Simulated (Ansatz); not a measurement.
**MoS2 and the effect of the screening of exact exchange**

It takes space group R3m (No. 160, trigonal). The conventional cell has a = 3.160 Å, b = 3.160 Å, c = 18.450 Å, α = 90.00°, β = 90.00°, γ = 120.00°. Mo (site symmetry 3m) is surrounded by 6 S at 2.39 Å. S (site symmetry 3m) is surrounded by 3 Mo at 2.39 Å. Around S (site symmetry 3m) lie 3 Mo at 2.39 Å.

Measurements of this composition are mostly on another form, of space group No. 194.

Kept alike: task single point; functional HSE06 form with a typed share of exact exchange; k mesh 5 × 5 × 5; occupations fermi-dirac, width 0.05 eV; no spin polarisation. Program: Ansatz, Ansatz PAW, cutoff 420 eV. Exact-exchange share held at 0.25. The mesh is that of the run's cell of 3 atoms. No spin-orbit coupling.

| screening of exact exchange, ω (Å⁻¹) | pressure (GPa) |
| --- | --- |
| 0.1 | 0.32 |
| 0.15 | 0.42 |
| 0.2 | 0.56 |
| 0.3 | 0.95 |
| 0.4 | 1.44 |
| 0.6 | 2.42 |

The k mesh is coarse, so the values aren't converged. Pressure is positive in compression, with a Pulay correction for the finite cutoff. All rows use potentials made for PBE. The mesh is thin for exact exchange.

The pressure rises from 0.32 to 2.42 GPa between 0.1 and 0.6 Å⁻¹.
